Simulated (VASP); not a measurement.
# A VASP 6.6.1 single-point calculation on SnO

INCAR

```
LASPH = .TRUE.
SIGMA = 0.02
ISIF = 2
BMIX = 0.5
GGA = CA
PREC = Accurate
IBRION = -1
NELM = 67
LCHARG = .FALSE.
ENCUT = 520
EDIFF = 1E-7
NBANDS = 17
LWAVE = .FALSE.
ISMEAR = -1
NSW = 0
LREAL = .FALSE.
```

KPOINTS

```
KPOINTS created by Atomic Simulation Environment
0
Gamma
8 8 8
0 0 0
```

POSCAR

```
Sn O
 1.0000000000000000
     0.0000000000000000    2.7082147232636280    2.7082147232636280
     2.7082147232636280   -0.0000000000000000    2.7082147232636280
     2.7082147232636280    2.7082147232636280   -0.0000000000000000
 Sn  O
   1   1
Cartesian
 -0.0000000000000000 -0.0000000000000000 -0.0000000000000000
  1.3541073616318140  1.3541073616318140  1.3541073616318140
```

The recommended LDA PAW datasets give the neutral cell 20 valence electrons.

Command

```
mpirun -np 1 vasp_std
```

OSZICAR

```
N       E                     dE             d eps       ncg     rms          rms(c)
DAV:   1     0.149858347944E+03    0.14986E+03   -0.10556E+04  1018   0.165E+03
DAV:   2     0.119681005535E+01   -0.14866E+03   -0.14270E+03  1074   0.378E+02
DAV:   3    -0.135308645492E+02   -0.14728E+02   -0.14661E+02  1185   0.108E+02
DAV:   4    -0.138603493672E+02   -0.32948E+00   -0.32933E+00  1140   0.176E+01
DAV:   5    -0.138699933041E+02   -0.96439E-02   -0.96433E-02  1307   0.289E+00    0.844E+00
DAV:   6    -0.124534945679E+02    0.14165E+01   -0.17208E+01  1486   0.487E+01    0.697E+00
DAV:   7    -0.118154237481E+02    0.63807E+00   -0.49127E+00  1356   0.116E+01    0.131E+00
DAV:   8    -0.117945578844E+02    0.20866E-01   -0.20333E-01  1030   0.311E+00    0.678E-01
DAV:   9    -0.117855245717E+02    0.90333E-02   -0.41750E-02  1339   0.146E+00    0.331E-01
DAV:  10    -0.117834640134E+02    0.20606E-02   -0.15747E-02  1526   0.817E-01    0.912E-02
DAV:  11    -0.117834448824E+02    0.19131E-04   -0.48368E-04  1044   0.143E-01    0.604E-02
DAV:  12    -0.117833965985E+02    0.48284E-04   -0.19114E-04  1352   0.803E-02    0.127E-02
DAV:  13    -0.117833967966E+02   -0.19817E-06   -0.11352E-05  1059   0.225E-02    0.585E-03
DAV:  14    -0.117833965085E+02    0.28816E-06   -0.52056E-07  1163   0.462E-03    0.318E-03
DAV:  15    -0.117833963395E+02    0.16899E-06   -0.97706E-07  1024   0.543E-03    0.725E-04
DAV:  16    -0.117833963480E+02   -0.85406E-08   -0.29693E-08   553   0.105E-03
   1 F= -.11783396E+02 E0= -.11783077E+02  d E =-.637879E-03
```

From OUTCAR

```
k-points           NKPTS =     29   k-points in BZ     NKDIM =     29   number of bands    NBANDS=     17

   NELECT =      20.0000    total number of electrons

   dimension x,y,z NGX =    28 NGY =   28 NGZ =   28
   dimension x,y,z NGXF=    56 NGYF=   56 NGZF=   56

  energy-cutoff  :      520.00
  volume of cell :       39.73
      direct lattice vectors                 reciprocal lattice vectors
     0.000000000  2.708214723  2.708214723    -0.184623470  0.184623470  0.184623470
     2.708214723  0.000000000  2.708214723     0.184623470 -0.184623470  0.184623470
     2.708214723  2.708214723  0.000000000     0.184623470  0.184623470 -0.184623470

 k-points in reciprocal lattice and weights: KPOINTS created by Atomic Simulation Env
   0.00000000  0.00000000  0.00000000       0.002
   0.12500000  0.00000000  0.00000000       0.016
   0.25000000  0.00000000  0.00000000       0.016
   0.37500000  0.00000000  0.00000000       0.016
   0.50000000  0.00000000  0.00000000       0.008
   0.12500000  0.12500000  0.00000000       0.012
   0.25000000  0.12500000  0.00000000       0.047
   0.37500000  0.12500000  0.00000000       0.047
   ...

 E-fermi :   5.7995

 k-point     1 :       0.0000    0.0000    0.0000
  band No.  band energies     occupation
      1     -15.8249      2.00000
      2     -15.8249      2.00000
      3     -15.8249      2.00000
      4     -15.7724      2.00000
      5     -15.7724      2.00000
      6     -12.8634      2.00000
      7      -0.4985      2.00000
      8       2.1304      2.00000
      9       2.1304      2.00000
     10       2.1304      2.00000
     11      10.1559      0.00000
     12      10.1559      0.00000
     13      10.1559      0.00000
     14      14.7152      0.00000
     15      17.2025      0.00000
     16      17.2025      0.00000
     17      17.2025      0.00000

 k-point     2 :       0.1250    0.0000    0.0000
  band No.  band energies     occupation
      1     -15.8435      2.00000
      2     -15.8202      2.00000
      3     -15.8202      2.00000
      4     -15.7721      2.00000
      5     -15.7721      2.00000
      6     -12.7743      2.00000
      7      -0.8158      2.00000
      8       2.0611      2.00000
      9       2.0611      2.00000
     10       2.4146      2.00000
     11       9.3265      0.00000
     12      10.2333      0.00000
     13      10.2333      0.00000
     14      15.4308      0.00000
     15      16.6190      0.00000
     16      16.6190      0.00000
     17      16.7315      0.00000

 k-point     3 :       0.2500    0.0000    0.0000
  band No.  band energies     occupation
      1     -15.8868      2.00000
      2     -15.8121      2.00000
      3     -15.8121      2.00000
      4     -15.7681      2.00000
      5     -15.7681      2.00000
      6     -12.5507      2.00000
      7      -1.4622      2.00000
      8       1.9022      2.00000
      9       1.9022      2.00000
     10       2.9280      2.00000
     11       8.1813      0.00000
     12      10.3422      0.00000
     13      10.3422      0.00000
     14      14.8269      0.00000
     15      16.2497      0.00000
     16      16.2497      0.00000
     17      18.2502      0.00000

 ...

  Total       -0.7753684     -0.7753684     -0.7753684     -0.0000000     -0.0000000      0.0000000
  in kB      -31.2708284    -31.2708284    -31.2708284     -0.0000000     -0.0000000      0.0000000
  external PRESSURE =     -31.2708284 kB  Pullay stress =       0.0000000 kB

 POSITION                                       TOTAL-FORCE (eV/Angst)
 -----------------------------------------------------------------------------------
      0.00000      0.00000      0.00000         0.000000      0.000000      0.000000
      1.35411      1.35411      1.35411        -0.000000     -0.000000     -0.000000
 -----------------------------------------------------------------------------------
    total drift:                                0.000000      0.000000      0.000000

  FREE ENERGIE OF THE ION-ELECTRON SYSTEM (eV)
  ---------------------------------------------------
  free  energy   TOTEN  =       -11.7833963480 eV

  energy  without entropy=      -11.7827584693  energy(sigma->0) =      -11.78307741
```

It converged. Results: gap between bands v and c on the k mesh -0.20 eV (bands overlap: a metal); least direct gap on the k mesh 0.13 eV; pressure -3.1 GPa. Band v is the last that the valence electrons fill when counted band by band, and c is the next.

For comparison, a separate LDA run of the intended cell, on usual settings and not on those above, gives a gap of -0.20 eV on its mesh and a pressure of -3.1 GPa.

The run above took about 8.4 s on one core of a shared host (Intel Xeon 6975P-C) and held 0.15 GiB at most.
